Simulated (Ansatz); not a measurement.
# Zone-centre modes in SiC

Computed with Ansatz, DFT PBE, scalar-relativistic, plane waves, PAW. Cutoff 420 eV, Γ-centred 12×12×4 k-points, Gaussian smearing of 0.05 eV. No spin polarisation.

The undisturbed cell (relaxed at this level):

```
CELL_PARAMETERS angstrom
3.09412 0.00000 0.00000
-1.54706 2.67959 0.00000
0.00000 0.00000 10.12934
ATOMIC_POSITIONS crystal
Si 0.66667 0.33333 0.93784
Si 0.33333 0.66667 0.43784
Si 0.00000 0.00000 0.68790
Si 0.00000 0.00000 0.18790
C 0.66667 0.33333 0.74981
C 0.33333 0.66667 0.24981
C 0.00000 0.00000 0.50045
C 0.00000 0.00000 0.00045
```

Harmonic modes by finite displacements of 0.02 Å, without the LO–TO term.

Question: At this geometry, is the structure stable against these modes?

Answer: Yes: no mode is imaginary beyond 10 cm⁻¹, and only the three translations lie near zero.

Question: List the wavenumbers in cm⁻¹.

Answer: 0, 0, 0, 190, 190, 198, 198, 257, 257, 390, 398, 593, 748, 748, 757, 757, 762, 765, 765, 777, 777, 814, 887, 895.